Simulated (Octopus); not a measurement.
AgBr under changes of volume

One of the cells (23.644 Å³/atom); the others are scaled copies at fixed shape and fractional positions:

```
Ag Br
1.0
     0.00000    2.87015    2.87015
     2.87015    0.00000    2.87015
     2.87015    2.87015    0.00000
Ag Br
1 1
Direct
  0.00000 0.00000 0.00000
  0.50000 0.50000 0.50000
```

| Quantity | Value |
| --- | --- |
| Program | Octopus 16.4 |
| Functional | PBEsol |
| Potentials or basis | pseudodojo_pbesol (PseudoDojo 0.4, PBEsol) |
| Grid spacing | 0.131 Å |
| k mesh | 8 × 8 × 8 |
| Occupations | fermi-dirac, width 0.05 eV |
| Spin | no spin polarisation |

| volume (Å³/atom) | energy over the lowest point (meV/atom) | gap on the mesh (eV) |
| --- | --- | --- |
| 22.225 | 2.36 | 0.50 |
| 22.698 | 0.00 | 0.50 |
| 23.171 | 2.97 | 0.50 |
| 23.644 | 6.30 | 0.50 |
| 24.116 | 11.36 | 0.51 |
| 24.589 | ? | ? |
| 25.062 | 27.29 | 0.52 |

Question: What does the run at 24.589 Å³/atom give?

Answer: Energy over the lowest point 17.80 meV/atom; gap on the mesh 0.52 eV.

Worked out: A Birch-Murnaghan fit of order 3 (a polynomial in V^(-2/3)) to the other rows has its minimum at 22.67 Å³/atom with B0 = V·E''(V) = 46 GPa (rough, since the energies scatter). It gives 18.91 meV/atom at 24.589 Å³/atom, against the run's 17.80. A straight line through the other rows of the gap, of slope 0.17 eV per unit of ln V, gives 0.51 eV, against the run's 0.52.

Energies are extrapolated to zero smearing.

A mesh can miss the band edges. Spin-orbit coupling on Ag, Br is left out.
